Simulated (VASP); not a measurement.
Write the native input for VASP 6.6.1 that does the following.

```yaml
Task: single point
Functional: PBEsol
Potentials_or_basis: VASP PAW PBE potentials, release 64 (Au)
Cutoff: 520 eV
k_mesh: 15 × 15 × 23
Occupations: methfessel-paxton, width 0.1 eV
Spin: no spin polarisation
Further_INCAR_settings: ALGO = Fast; EDIFF = 1e-07; NBANDS = 12
```

The structure of Au lies in POSCAR:

```
Au
1.0
    2.8862034100      0.0000000000      0.0000000000
   -1.4431017000      2.4995254700      0.0000000000
    1.4431017000      0.8331751600      2.3565752100
Au
1
Direct
    0.0000000000      0.0000000000      0.0000000000
```

The input as run:

INCAR

```
SYSTEM = Au
ALGO     = Fast           ! electronic algorithm
EDIFF    = 1E-7           ! SCF threshold, eV
ENCUT    = 520            ! plane-wave cutoff, eV
GGA      = PS             ! functional
ICORELEVEL= 1            
ISIF     = 2              ! what is computed and relaxed
ISMEAR   = 1              ! smearing method
LASPH    = .TRUE.         ! aspherical terms in the spheres
LCHARG   = .FALSE.        ! write CHGCAR
LREAL    = .FALSE.        ! projectors in reciprocal space
LWAVE    = .FALSE.        ! write WAVECAR
NBANDS   = 12             ! bands
NELM     = 80             ! most SCF steps
PREC     = Accurate       ! precision mode
SIGMA    = 0.1            ! smearing width, eV
```

KPOINTS

```
k-points
0
G
  15 15 23
  0 0 0
```

Potentials or basis: VASP PAW PBE potentials, release 64 (Au).

Command:

```bash
$ cat potpaw_PBE.64/Au/POTCAR > POTCAR
$ mpirun -np 1 vasp_std > vasp.out
```

Results of the run:

```yaml
Pressure: -0.2 GPa
Band_gap_on_the_k_mesh: none (metal or under the smearing width)
```

Caveat: the PAW data sets were made with another functional, which shifts forces and pressure a little.

It took 88 s on 1 thread of Intel(R) Xeon(R) 6975P-C (Granite Rapids), with other jobs on the host, peak memory 0.37 GiB.
